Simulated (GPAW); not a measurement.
**Mg2Ge (Fm-3m): one start, several treatments of the self-energy**

Wanted: the gap of Mg2Ge (Fm-3m) under several approximations, with cost.

Main program and level: GPAW 26.7.0; LDA and many-body steps on it, plane waves.

The database entry behind the starting cell differs from later determinations by our own check (0.1 to 0.3 % short, probably kX units), so it need not match the best structure at ambient conditions.

**1. Set-up**

Symmetry: Fm-3m, No. 225, cubic system. Conventional cell: a = 6.378 Å, b = 6.378 Å, c = 6.378 Å, α = 90.00°, β = 90.00°, γ = 90.00°. Nearest to Mg lie 4 Ge at 2.76 Å. Nearest to Ge lie 8 Mg at 2.76 Å. Farther neighbours are not listed.

As a file:

```xyz
3
Lattice="0.0000 3.1890 3.1890 3.1890 0.0000 3.1890 3.1890 3.1890 0.0000" Properties=species:S:1:pos:R:3 pbc="T T T"
Mg    1.5945    1.5945    1.5945
Mg    4.7835    4.7835    4.7835
Ge    0.0000    0.0000    0.0000
```

The cell and positions come from the Crystallography Open Database and are kept as given unless a step says otherwise.

**2. Empty states on the mesh, 4×4×4 mesh, 280 bands**

This step: GPAW 26.7.0; DFT, LDA, plane waves, PAW.

The sums over transitions need many empty states on a uniform mesh; this step solves for them.

run.py

```python
import json
import numpy as np
from gpaw.mpi import world
from gpaw import GPAW

calc = GPAW('gs.gpw').fixed_density(kpts={'size': (4, 4, 4), 'gamma': True},
    parallel={'domain': 1, 'band': 1},
    txt='nscf.txt')
calc.diagonalize_full_hamiltonian(nbands=280)
calc.write('full.gpw', mode='all')
res = {}
kpts = calc.get_ibz_k_points()
res['kpts'] = kpts
res['eigenvalues'] = [calc.get_eigenvalues(kpt=k) for k in range(len(kpts))]
res['n_electrons'] = calc.get_number_of_electrons()

if world.rank == 0:
    with open('result.json', 'w') as f:
        json.dump(res, f, default=lambda x: x.tolist())
```

Started as:

```sh
$ mpirun -n 4 gpaw python run.py
```

Numbers of over 12 decimals in the logs are rounded to 6 here.

Output:

```text
Diagonalizing LCAO Hamiltonian
Converting LCAO to pw mode
convergence criteria:
- Maximum integral of absolute [eigenst]ate change: 4e-08 eV^2 / valence electron
maximum number of iterations: 100

SCF iterations
|iter     |     time |      energy | eigst |  dens |
|iter:   1|  |             | +0.42 |       |
|iter:   2|  |             | -1.84 |       |
|iter:   3|  |             | -3.34 |       |
|iter:   4|  |             | -5.00 |       |
|iter:   5|  |             | -6.32 |       |
|iter:   6|  |             | -7.69c|       |
SCF steps: 6
  __  _  _
 | _ |_)|_||  |
 |__||  | ||/\| - 26.7.0

Input parameters:
  mode=PW(ecut=450.000000),
  convergence={'density': 1e-06, 'bands': -3},
  gpts=array([24, 24, 24]),
  kpts=MonkhorstPack(size=(4, 4, 4), gamma=True),
  maxiter=100,
  nbands=19,
  occupations=Occupations(name='fermi-dirac', width=0.001, fixmagmom=False),
  parallel={'domain': 1, 'band': 1},
  xc=XC(name='LDA')
Matrix size: 1411x1411
# Writing to full.gpw (mode='all')
  [... matrices ...]

timing:  # [seconds]
  Total: 5.426  # ━━━━━━━━━━━━━━━━━━━━━━━━━━━━━━━━━━━━━━━━━━━━━━━━━━━━━━━━━━━
```

Run time: 8.5 s. Hardware: 4 MPI ranks of Arm Neoverse V2, shared host; peak memory 1.3 GiB; 34 s of CPU time.

This step gave:

- gap: 0.1141 eV
- k of the valence top: 0, 0, 0
- k of the conduction bottom: 0.5, 0.5, 0
- least direct gap: 0.9275 eV
- k points computed: 8
- lowest point of the top converged band, above the valence top: 136.8408 eV

On this mesh the gap is 0.114 eV.

**3. G0W0, Godby-Needs plasmon pole**

Now the one-shot GW correction: screening in the RPA, then the self-energy of the levels asked for.

This step: G0W0 on LDA, plane waves, PAW.

run.py

```python
import json
import numpy as np
from gpaw.mpi import world
from gpaw.response.g0w0 import G0W0

gw = G0W0('full.gpw',
    filename='gw',
    kpts=[0, 5],
    bands=(10, 14),
    ecut=150,
    nbands=270,
    integrate_gamma='WS',
    ppa=True)
gw.calculate()
res = {mode: {k: v for k, v in r.items() if k != 'sigma_eskwn'}
       for mode, r in gw.all_results.items()}

if world.rank == 0:
    with open('result.json', 'w') as f:
        json.dump(res, f, default=lambda x: x.tolist())
```

Started as:

```sh
$ mpirun -n 4 gpaw python run.py
```

Output:

```text
Using integrator: PointIntegrator
FrequencyGridDescriptor(from 0.000+0.000j to 0.000+27.211j eV, 2 points)
Nonperiodic BCs:  [False False False]
Using integrator: PointIntegrator
FrequencyGridDescriptor(from 0.000+0.000j to 0.000+27.211j eV, 2 points)
Nonperiodic BCs:  [False False False]
  ___  _ _ _
 |   || | | |
 | | || | | |
 |__ ||_____|
 |___|

BZ k-points: Symmetries present (total): 48

  [... matrices ...]
64 k-points: 4 x 4 x 4 Monkhorst-Pack grid + [1/8,1/8,1/8]
8 k-points in the irreducible part of the Brillouin zone
       k-points in crystal coordinates                weights
   0:     0.00000000    0.00000000    0.00000000          1/64
   1:     0.25000000    0.25000000    0.00000000          6/64
   2:     0.25000000    0.25000000    0.25000000          8/64
   3:     0.50000000    0.25000000   -0.25000000          6/64
   4:     0.50000000    0.25000000    0.25000000         12/64
   5:     0.50000000    0.50000000    0.00000000          3/64
   6:     0.50000000    0.50000000    0.25000000         24/64
   7:     0.50000000    0.50000000    0.50000000          4/64

Distributing spins, k-points and bands (1 x 2 x 4) over 4 processes
Number of blocks: 1

Quasi particle states:
k-points (IBZ indices): [0, 5]
Band range: (10, 14)
  [... matrices ...]
Computational parameters:
Plane wave cut-off: 150 eV
Number of bands: 270
Coulomb cutoff: None
Broadening: 0.1 eV

fxc modes: GW
Kernel: RPA
Using Godby-Needs plasmon-pole approximation:
  Fitting energy: i*E0, E0 = 1.000 Hartree
Summing all q:

Calculating screened Coulomb potential
No Coulomb truncation
FrequencyGridDescriptor(from 0.000+0.000j to 0.000+27.211j eV, 2 points)
Removing empty qpoint cache files...

Calculating chi0 body with:
    Ground state adapter containing:
    Number of spins: 1
    Number of kpoints: 64
    Number of irreducible kpoints: 8
    Number of completely occupied states: 12
    Number of partially occupied states: 12
    Occupied states memory: 2.53125 M / cpu

    Linear response parametrization:
    q_c: [0.0, 0.0, 0.0]
    Number of frequency points: 2
    Planewave cutoff: 150.0
    Number of bands: 270
    Number of planewaves: 283
    Broadening (eta): 1e-06
    comm.size: 4
    kncomm.size: 4
    blockcomm.size: 1

    Memory estimate of potentially large arrays:
        chi0_wGG: 2.444122 M / cpu
Integrating chi0 body.

Symmetries of q_c:
    Direct symmetries (Uq -> q): 48
    Indirect symmetries (TUq -> q): 0
In total 48 allowed symmetries.

  [... matrices ...]
8 groups of equivalent kpoints. 87.5% reduction.

Integral kind: response function
Integrating chi0 head and wings.

Symmetries of q_c:
    Direct symmetries (Uq -> q): 48
    Indirect symmetries (TUq -> q): 0
In total 48 allowed symmetries.

  [... matrices ...]
8 groups of equivalent kpoints. 87.5% reduction.

Integral kind: response function wings

Calculating chi0 body with:
    Ground state adapter containing:
    Number of spins: 1
    Number of kpoints: 64
    Number of irreducible kpoints: 8
    Number of completely occupied states: 12
    Number of partially occupied states: 12
    Occupied states memory: 2.53125 M / cpu

    Linear response parametrization:
[... the further q-points ...]

Results:
f:      Occupation numbers
eps:     KS-eigenvalues [eV]
vxc:     KS vxc [eV]
exx:     Exact exchange [eV]
sigma:   Self-energies [eV]
dsigma:  Self-energy derivatives
Z:       Renormalization factors
qp:      QP-energies [eV]

k-point 0 (0): (0.000, 0.000, 0.000)                GW
band       f     eps     vxc     exx   sigma  dsigma       Z      qp
                                                                   GW
  10   1.000   4.334 -12.118 -13.069   0.566  -0.298   0.771   4.037
  11   1.000   4.334 -12.118 -13.069   0.566  -0.298   0.771   4.037
  12   0.000   5.261 -12.528  -8.254  -3.628  -0.284   0.779   5.765
  13   0.000   7.115 -10.413  -6.189  -4.057  -0.297   0.771   7.243

k-point 1 (5): (0.500, 0.500, 0.000)                GW
band       f     eps     vxc     exx   sigma  dsigma       Z      qp
                                                                   GW
  10   1.000   2.319 -11.236 -13.103   1.323  -0.323   0.756   1.908
  11   1.000   2.319 -11.236 -13.103   1.323  -0.323   0.756   1.908
  12   0.000   4.448  -8.559  -5.051  -3.493  -0.276   0.784   4.460
  13   0.000   4.790 -10.361  -6.619  -3.547  -0.288   0.776   4.942
```

The job ended after 1.7 min (4 MPI ranks; peak memory 1.3 GiB; 7 min of CPU time).

Numbers from this step:

```yaml
g0w0_gap_on_the_points_computed: 0.4225 eV
least_direct_g0w0_gap_on_the_computed_points: 1.728 eV
z_at_the_valence_top: 0.7706
z_at_the_conduction_bottom: 0.7835
starting_gap_on_the_mesh: 0.1141 eV
k_of_the_valence_top: 0, 0, 0
k_of_the_conduction_bottom: 0.5, 0.5, 0
```

The gap on the mesh goes from 0.11 eV to 0.42 eV, a correction of +0.31 eV.

**4. G0W0, full frequency, Hilbert transform**

Changes to run.py since step 3:

```diff
@@ -12,3 +12,5 @@
     integrate_gamma='WS',
-    ppa=True)
+    frequencies={'type': 'nonlinear', 'domega0': 0.1, 'omega2': 15.0},
+    eta=0.1,
+    nblocksmax=True)
 gw.calculate()
```

Started as:

```sh
$ mpirun -n 4 gpaw python run.py
```

Output:

```text
Using integrator: PointIntegrator
NonLinearFrequencyDescriptor(from 0.000 to 215.340 eV, 311 points)
Nonperiodic BCs:  [False False False]
Using integrator: PointIntegrator
NonLinearFrequencyDescriptor(from 0.000 to 215.340 eV, 311 points)
Nonperiodic BCs:  [False False False]
  ___  _ _ _
 |   || | | |
 | | || | | |
 |__ ||_____|
 |___|

BZ k-points: Symmetries present (total): 48

  [... matrices ...]
64 k-points: 4 x 4 x 4 Monkhorst-Pack grid + [1/8,1/8,1/8]
8 k-points in the irreducible part of the Brillouin zone
       k-points in crystal coordinates                weights
   0:     0.00000000    0.00000000    0.00000000          1/64
   1:     0.25000000    0.25000000    0.00000000          6/64
   2:     0.25000000    0.25000000    0.25000000          8/64
[...]
6:     0.50000000    0.50000000    0.25000000         24/64
   7:     0.50000000    0.50000000    0.50000000          4/64

Distributing spins, k-points and bands (1 x 2 x 4) over 1 process
Number of blocks: 4

Quasi particle states:
k-points (IBZ indices): [0, 5]
Band range: (10, 14)
  [... matrices ...]
Computational parameters:
Plane wave cut-off: 150 eV
Number of bands: 270
Coulomb cutoff: None
Broadening: 0.1 eV

fxc modes: GW
Kernel: RPA
Using full-frequency real axis integration
Summing all q:

Calculating screened Coulomb potential
No Coulomb truncation
NonLinearFrequencyDescriptor(from 0.000 to 215.340 eV, 311 points)
Removing empty qpoint cache files...

Calculating chi0 body with:
    Ground state adapter containing:
    Number of spins: 1
    Number of kpoints: 64
    Number of irreducible kpoints: 8
    Number of completely occupied states: 12
    Number of partially occupied states: 12
    Occupied states memory: 2.53125 M / cpu

    Linear response parametrization:
[...]
Number of frequency points: 311
    Planewave cutoff: 150.0
    Number of bands: 270
    Number of planewaves: 283
    Broadening (eta): 0.1
    comm.size: 4
    kncomm.size: 1
    blockcomm.size: 4

    Memory estimate of potentially large arrays:
        chi0_wGG: 95.015255 M / cpu
Integrating chi0 body.

Symmetries of q_c:
    Direct symmetries (Uq -> q): 48
    Indirect symmetries (TUq -> q): 0
In total 48 allowed symmetries.

  [... matrices ...]
8 groups of equivalent kpoints. 87.5% reduction.

Integral kind: spectral function
Integrating chi0 head and wings.

Symmetries of q_c:
    Direct symmetries (Uq -> q): 48
    Indirect symmetries (TUq -> q): 0
In total 48 allowed symmetries.

  [... matrices ...]
8 groups of equivalent kpoints. 87.5% reduction.

Integral kind: spectral function wings

Calculating chi0 body with:
    Ground state adapter containing:
    Number of spins: 1
    Number of kpoints: 64
    Number of irreducible kpoints: 8
    Number of completely occupied states: 12
    Number of partially occupied states: 12
    Occupied states memory: 2.53125 M / cpu

    Linear response parametrization:
[... the further q-points ...]

Results:
f:      Occupation numbers
eps:     KS-eigenvalues [eV]
vxc:     KS vxc [eV]
exx:     Exact exchange [eV]
sigma:   Self-energies [eV]
dsigma:  Self-energy derivatives
Z:       Renormalization factors
qp:      QP-energies [eV]

k-point 0 (0): (0.000, 0.000, 0.000)                GW
band       f     eps     vxc     exx   sigma  dsigma       Z      qp
                                                                   GW
  10   1.000   4.334 -12.118 -13.069   0.601  -0.341   0.745   4.073
  11   1.000   4.334 -12.118 -13.069   0.601  -0.341   0.745   4.073
  12   0.000   5.261 -12.528  -8.254  -3.557  -0.313   0.762   5.808
[...]
k-point 1 (5): (0.500, 0.500, 0.000)                GW
band       f     eps     vxc     exx   sigma  dsigma       Z      qp
                                                                   GW
[...]
12   0.000   4.448  -8.559  -5.051  -3.395  -0.309   0.764   4.534
  13   0.000   4.790 -10.361  -6.619  -3.475  -0.289   0.776   4.997
```

Elapsed: 4 min, on 4 MPI ranks; peak memory 3 GiB.

Numbers from this step:

```
G0W0 gap on the points computed              : 0.4610 eV
least direct G0W0 gap on the computed points : 1.736 eV
Z at the valence top                         : 0.7455
Z at the conduction bottom                   : 0.7639
starting gap on the mesh                     : 0.1141 eV
k of the valence top                         : 0, 0, 0
k of the conduction bottom                   : 0.5, 0.5, 0
```

Against G0W0 in GPAW (4×4×4 mesh, 270 bands, screening to 150 eV, Godby-Needs plasmon pole), the gap moves by +0.038 eV.

**5. G0W0, multipole**

Changes to run.py since step 4:

```diff
@@ -12,5 +12,3 @@
     integrate_gamma='WS',
-    frequencies={'type': 'nonlinear', 'domega0': 0.1, 'omega2': 15.0},
-    eta=0.1,
-    nblocksmax=True)
+    mpa={'npoles': 4, 'wrange': [0, 40], 'varpi': 20.0, 'eta0': 0.01, 'eta_rest': 1.0, 'alpha': 1})
 gw.calculate()
```

Started as:

```sh
$ mpirun -n 4 gpaw python run.py
```

Output:

```text
Using integrator: PointIntegrator
FrequencyGridDescriptor(from 0.000+0.010j to 40.000+20.000j eV, 8 points)
Nonperiodic BCs:  [False False False]
Using integrator: PointIntegrator
FrequencyGridDescriptor(from 0.000+0.010j to 40.000+20.000j eV, 8 points)
Nonperiodic BCs:  [False False False]
  ___  _ _ _
 |   || | | |
 | | || | | |
 |__ ||_____|
 |___|

BZ k-points: Symmetries present (total): 48

  [... matrices ...]
64 k-points: 4 x 4 x 4 Monkhorst-Pack grid + [1/8,1/8,1/8]
8 k-points in the irreducible part of the Brillouin zone
[...]
GW
  10   1.000   4.334 -12.118 -13.069   0.628  -0.321   0.757   4.089
  11   1.000   4.334 -12.118 -13.069   0.628  -0.321   0.757   4.089
  12   0.000   5.261 -12.528  -8.254  -3.556  -0.306   0.766   5.812
[...]
k-point 1 (5): (0.500, 0.500, 0.000)                GW
band       f     eps     vxc     exx   sigma  dsigma       Z      qp
                                                                   GW
[...]
12   0.000   4.448  -8.559  -5.051  -3.407  -0.298   0.770   4.525
  13   0.000   4.790 -10.361  -6.619  -3.464  -0.312   0.762   5.002
```

It took 3.9 min on 4 MPI ranks; peak memory 1.5 GiB; 15 min of CPU time.

Numbers from this step:

| Property | Result |
| --- | --- |
| G0W0 gap on the points computed | 0.4367 eV |
| least direct G0W0 gap on the computed points | 1.724 eV |
| starting gap on the mesh | 0.1141 eV |
| k of the valence top | 0, 0, 0 |
| k of the conduction bottom | 0.5, 0.5, 0 |

Against G0W0 in GPAW (4×4×4 mesh, 270 bands, screening to 150 eV, Godby-Needs plasmon pole), the gap moves by +0.014 eV.

**6. The runs together**

Times are wall times on 4 MPI ranks of Arm Neoverse V2, shared host, good to a factor of about two.

```tsv
run	mesh	bands	screening cutoff (eV)	DFT gap (eV)	gap on the mesh (eV)	direct (eV)	time
G0W0, Godby-Needs plasmon pole	4×4×4	270	150	0.114	0.423	1.728	1.7 min
G0W0, full frequency, Hilbert transform	4×4×4	270	150	0.114	0.461	1.736	4 min
G0W0, multipole	4×4×4	270	150	0.114	0.437	1.724	3.9 min
```

**7. Results**

```
G0W0, Godby-Needs plasmon pole          : 0.423 eV
G0W0, full frequency, Hilbert transform : 0.461 eV
G0W0, multipole                         : 0.437 eV
known limits                            : not at the basis limit; no spin-orbit coupling; coarse k mesh
```

G0W0, full frequency, Hilbert transform: +0.038 eV against G0W0, Godby-Needs plasmon pole. G0W0, multipole: +0.014 eV against G0W0, Godby-Needs plasmon pole. Bands and cutoff are finite, so the gap is not at the basis limit. The miss can reach some tenths of an eV and take either sign; the mesh is an error of its own. These stock PAW sets were not made for GW; the filled d or f shell of Ge lies in the frozen core, which bears on start and correction. In the G0W0 runs levels were corrected at 2 k points alone, so a gap called «on the mesh» is the least over those, and an edge elsewhere would be missed. The 4×4×4 mesh is coarse for this cell, which bears on the long-range parts of exchange and screening. The many-body steps are scalar-relativistic: spin-orbit coupling is not in them.

[Paths, hosts, dates, memory and timing lines, banners, echoed tables and standing remarks are left out of the program output.]

[Logs are printed without paths, hosts, clocks, repeated set-up lines and the standing remarks that a program may print on its own settings, such as how far it seeks lower states.]

[Runs of the session that timed out or met a known fault of the program may be left out.]

[Hosts, paths, dates, database ids (printed as entryN), source tags and the programs' standing remarks are cut or masked in the printed files.]
